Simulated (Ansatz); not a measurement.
The cell is the one relaxed in the Materials Project (mp-24504), not relaxed further here; entries there can be hypothetical.

H: DFT, PBE, PAW with Ansatz's default frozen-core files, scalar-relativistic (Ansatz 0.2.0).

```yaml
crystal:
  lattice:
    - [3.8401304226, 0.0, 0.0]
    - [-1.9200652113, 3.3256504998, 0.0]
    - [0.0, 0.0, 5.04666155]
  atoms:
    - { symbol: H, position: [0.3333333333, 0.6666666667, 0.17649588] }
    - { symbol: H, position: [0.6666666667, 0.3333333333, 0.67649588] }
    - { symbol: H, position: [0.6666666667, 0.3333333333, 0.82350412] }
    - { symbol: H, position: [0.3333333333, 0.6666666667, 0.32350412] }
kpoints:
  mp_grid: { grid: [9, 9, 6] }
  band_path:
    path:
      - [0.0, 0.0, 0.0]
      - [0.5, 0.0, 0.0]
      - [0.3333333333, 0.3333333333, 0.0]
      - [0.0, 0.0, 0.0]
      - [0.0, 0.0, 0.5]
      - [0.5, 0.0, 0.5]
      - [0.3333333333, 0.3333333333, 0.5]
      - [0.0, 0.0, 0.5]
      - [0.5, 0.0, 0.5]
    npoints: 8
scf:
  occupations: { method: fermi_dirac, width: 0.02 }
hamiltonian:
  xc: pbe
  pseudopotentials: { kind: paw }
output:
  forces: true
  stress: true
  eigenvalues: true
  efg: { contact_densities: true }
  populations: true
  bader: true
  dos: { projected: true, de: 0.2, e_range: [-14, 8] }
```

Output:

```
Engine: ansatz 0.2.0
Pseudopotentials: kind: paw
Pseudopotential: H, paw, valence charge 1, recommended cutoff 420 eV (normal)
Functional definition: PBE
  parameter kappa = 0.804
  parameter beta = 0.06672455060314922
  exchange = pbe_x(kappa = kappa, mu = beta*pi^2/3)
  correlation = pbe_c(beta = beta)
Crystal: 4 atoms, lattice volume = 64.451 Å³
Basis set: ecut = 420 eV, 1253 PW (Γ), exchange–correlation on 54×54×72 points (8 copies of the dense FFT grid, shifted against one another)
Bands: 6, of which v1, the nominal top of the filled ones, is band 2 counted from 1 (1 counted from 0)
Symmetry: 24 space group operations
Space group: P63/mmc (ITA 194), of the structure as read, at distance tolerance 4.0e-5 Å
k-points: 48 of 486
Non-local potential: H, projectors of the file, l = 0: 2, l = 1: 1
PAW form: soft (Blöchl's): semilocal exchange-correlation on the pseudo side does not see the compensation charge
PAW one-centre angular grid: H, 110 points (default); XC on 64 Gauss nodes
Initial density: superposition of atomic densities (neutral atoms: chi_scale 0, normalization atom), corrected by the library's trained network
Initial wavefunctions: pseudopotential atomic-orbital guess
Functional: x = pbe(κ = 0.804, μ = 0.2195149727645171), c = pbe(β = 0.06672455060314922)
SCF iter   1: F=—  HF=-63.518573 eV  |F-HF|=—  |Δ(HF+E_count)|=         —  Δρ=4.55e-4  dr2=1.48e-4  ethr=1.77e-3  ⟨swp⟩=3.7  Hψ=2315  notcnv=0
preconditioner: auto → none  [insulator: Δε(μ)=9.375 eV  Ē_g=12.692 eV  σ=0.020 eV  W_gap=1.00  n_scr=2 (ndim 8)  ℏωp=9.3 eV  f_vac=0.142  D(μ)=0.00/eV (n_scr^D=0)  ε∞_Penn≈1.5]
SCF iter   2: F=—  HF=-63.518526 eV  |F-HF|=—  |Δ(HF+E_count)|=   4.69e-5  Δρ=2.32e-4  dr2=2.58e-5  ethr=3.70e-6  ⟨swp⟩=2.0  Hψ=958  notcnv=0
SCF iter   3: F=—  HF=-63.518620 eV  |F-HF|=—  |Δ(HF+E_count)|=   9.33e-5  Δρ=5.84e-5  dr2=1.48e-6  ethr=6.44e-7  ⟨swp⟩=2.1  Hψ=573  notcnv=0
iter 4 did not close the SCF: its close was put off for the readings that it lacked (scf_convergence_deferred on its scf_iter line)
SCF iter   4: F=-63.518630 eV  HF=-63.518630 eV  |F-HF|=7.17e-9  |Δ(HF+E_count)|=   9.91e-6  Δρ=4.54e-6  dr2=5.30e-9  ethr=3.69e-8  ⟨swp⟩=2.0  Hψ=384  notcnv=0
iter 5 did not close the SCF: its close was put off for the readings that it lacked (scf_convergence_deferred on its scf_iter line)
SCF iter   5: F=-63.518630 eV  HF=-63.518630 eV  |F-HF|=7.34e-11  |Δ(HF+E_count)|=   8.32e-9  Δρ=2.56e-7  dr2=2.66e-11  ethr=1.32e-10  ⟨swp⟩=2.2  Hψ=384  notcnv=0
SCF iter   6: F=-63.518630 eV  HF=-63.518630 eV  |F-HF|=2.64e-12  |Δ(HF+E_count)|=  7.64e-11  Δρ=2.48e-8  dr2=2.00e-13  ethr=1.00e-12  ⟨swp⟩=1.0  Hψ=800  notcnv=0
SCF 1 converged in 6 iterations: F = -63.518630 eV  dr2 = 2.00e-13
  greatest PAW one-centre occupation: 0.374 electrons in one spin orbital (limit 2), on the H atom at site 3 (counted from 0), in its partial waves of l = 0
NSCF: frozen V_eff on 65 k-points
SCF converged after 6 iterations
Free energy (F): -63.518630 eV
Harris-Foulkes:  -63.518630 eV  (|F-HF|=2.64e-12)
Internal energy: -63.518630 eV  (E = F + TS)
E sigma→0 (E₀):  -63.518630 eV
Fermi energy:    -4.059966 eV
--- Per-component energies (eV) ---
  E_band       = -37.142928
  E_kinetic    = 53.933172
  E_local      = -99.675824  (includes V_loc(G=0)·N_el)
  E_nonlocal   = 6.834831
  E_hartree    = 24.944482
  E_xc         = -35.236263
  E_vxc        = -45.258779  (∫ρ·V_xc dr)
  E_paw        = -2.311438  (= ΣΔE_a)
  E_vpaw       = -2.860015  (= ΣTr[D̂ρ^β])
  E_aug_tail   = -0.005276  (compensation charges beyond the density's cutoff)
  E_ewald      = -12.002313
  E_smearing   = -0.000000  (= −TS)
  E_closure    = -0.000000  (closes the sum)
  Σ components = -63.518630   (vs F -63.518630, Δ=0.00e0)
--- Forces (eV/Å), atoms counted from 1 ---
  atom   1  H      0.00000000     0.00000000    -0.31201534
  atom   2  H     -0.00000000    -0.00000000    -0.31201534
  atom   3  H      0.00000000    -0.00000000     0.31201534
  atom   4  H     -0.00000000     0.00000000     0.31201534
  max |Σ_I F_I| component: 5.55e-17 eV/Å
--- Stress (GPa, compression-positive) ---
        0.024513       0.000000       0.000000
        0.000000       0.024513       0.000000
        0.000000       0.000000       1.183423
  P = ⅓ Tr σ = 0.4108 GPa (4.108 kbar)
--- PAW observables at the nuclei: V_zz in 10²¹ V/m², potentials from the cell's mean, atoms counted from 1 ---
  atom   1  H  V_zz =    +3.334115   η = 0.0000   by run symmetry: allowed
            electrostatic potential = -31.220422 V   contact ρ = 3.156455 e/Å³
  atom   2  H  V_zz =    +3.334115   η = 0.0000   by run symmetry: allowed
            electrostatic potential = -31.220422 V   contact ρ = 3.156455 e/Å³
  atom   3  H  V_zz =    +3.334115   η = 0.0000   by run symmetry: allowed
            electrostatic potential = -31.220422 V   contact ρ = 3.156455 e/Å³
  atom   4  H  V_zz =    +3.334115   η = 0.0000   by run symmetry: allowed
            electrostatic potential = -31.220422 V   contact ρ = 3.156455 e/Å³
--- Band table (eV; the first three rows and the last of 48) ---
  k-point 0: bands = ["-10.1804", "-8.7816", "0.6164", "3.1948", "6.2930", "7.8685"]
  k-point 1: bands = ["-10.1007", "-8.8936", "0.7374", "2.9242", "6.6425", "8.0671"]
  k-point 2: bands = ["-9.8749", "-9.1824", "1.0905", "2.3083", "7.5495", "8.4430"]
  k-point 47: bands = ["-9.1531", "-9.1531", "1.5963", "1.5963", "3.2398", "3.2398"]
--- Löwdin populations: 4 sites ---
  site symbol       q [e]
     0      H      0.9696
     1      H      0.9696
     2      H      0.9696
     3      H      0.9696
  spilling = 0.030431 (of n_electrons = 4.000000)
--- Bader charges: 4 sites ---
  site symbol  charge [e]  shift [e]
     0      H      0.0000     0.0000
     1      H      0.0000     0.0000
     2      H      0.0000     0.0000
     3      H      0.0000     0.0000
  estimated error of the sums over rays = 4.8e-6 e
```

populations.tsv:

```
# site	symbol	l	j	q
# orbitals = lowdin
# n_electrons = 4.000000
# spilling = 0.030431
0	H	0_1S	-	0.969569
1	H	0_1S	-	0.969569
2	H	0_1S	-	0.969569
3	H	0_1S	-	0.969569
```

bader_charges.tsv:

```
# site	symbol	x_ang	y_ang	z_ang	partial_charge_e	electrons	volume_ang3	relative_density_drop	shared_charge_e	partial_wave_shift_e
# quadrature_error_electrons = 4.8e-6
0	H	0.0000	2.2171	0.8907	0.00000	1.00000	10.10	-	0.00000	0.00000
1	H	1.9201	1.1086	3.4140	0.00000	1.00000	10.10	-	0.00000	0.00000
2	H	1.9201	1.1086	4.1559	0.00000	1.00000	10.10	-	0.00000	0.00000
3	H	0.0000	2.2171	1.6326	0.00000	1.00000	10.10	-	0.00000	0.00000
```
